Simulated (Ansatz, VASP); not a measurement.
**One calculation of Cr, two programs**

The input INCAR:

```
PREC     = Accurate       # precision mode
ENCUT    = 520            # plane-wave cutoff, eV
EDIFF    = 1E-7           # SCF threshold, eV
ISMEAR   = 0              # smearing method
SIGMA    = 0.15           # smearing width, eV
LREAL    = False          # projectors in reciprocal space
LASPH    = True           # aspherical terms in the spheres
NELM     = 60             # most SCF steps
ALGO     = Normal         # electronic algorithm
ISIF     = 2              # what is computed and relaxed
LWAVE    = False          # write WAVECAR
LCHARG   = False          # write CHGCAR
GGA      = PE             # functional
NBANDS   = 12             # bands
```

The input KPOINTS:

```
regular mesh
0
Gamma
  24 24 24
```

Contents of POSCAR:

```
Cr
1.0
   -1.3842720000      1.3842720000      1.3265940000
    1.3842720000     -1.3842720000      1.3265940000
    1.3842720000      1.3842720000     -1.3265940000
Cr
1
Direct
    0.0000000000      0.0000000000      0.0000000000
```

Input for Ansatz:

```yaml
crystal:
  lattice:
    - [-1.384272, 1.384272, 1.326594]
    - [1.384272, -1.384272, 1.326594]
    - [1.384272, 1.384272, -1.326594]
  atoms:
    - { symbol: Cr, position: [0.0, 0.0, 0.0] }
basis:
  ecutwfc: 420
kpoints:
  mp_grid: { grid: [24, 24, 24] }
hamiltonian:
  xc: pbe
scf:
  occupations: { method: gaussian, width: 0.15 }
output:
  forces: true
  stress: true
  eigenvalues: true
```

Change from the starting cell: strain -0.040 along x and y, -0.080 along z, atoms carried along.

Alike in both runs: task single point; functional PBE; k mesh 24 × 24 × 24; occupations gaussian, width 0.15 eV; no spin polarisation.

|  | VASP | Ansatz |
| --- | --- | --- |
| version | VASP 6.6.1 | Ansatz 0.2.0 |
| potentials or method | VASP PAW PBE potentials, release 64 (Cr_pv) | scalar-relativistic, plane waves, PAW |
| plane-wave cutoff (eV) | 520 | 420 |
| valence electrons in the cell | 12 | 14 |

```tsv
	VASP	Ansatz	Ansatz less VASP
gap on the k mesh at the Fermi level (eV)	none	none	-
pressure (GPa)	42.8	43.3	+0.55
largest component of the traceless stress (GPa)	13.61	13.73	+0.122
```

A gap of «none» marks a metal or a gap that the smearing closes. The two sets of potentials don't hold the same shells in valence.

Caveats: so large a pressure means that the cell lies far from this level's equilibrium, or that cutoff or potentials fall short (VASP); the run has no spin polarisation, though such a crystal can be magnetic. Spin polarisation is off, so any magnetic state and its effect on volume and gap are missing.
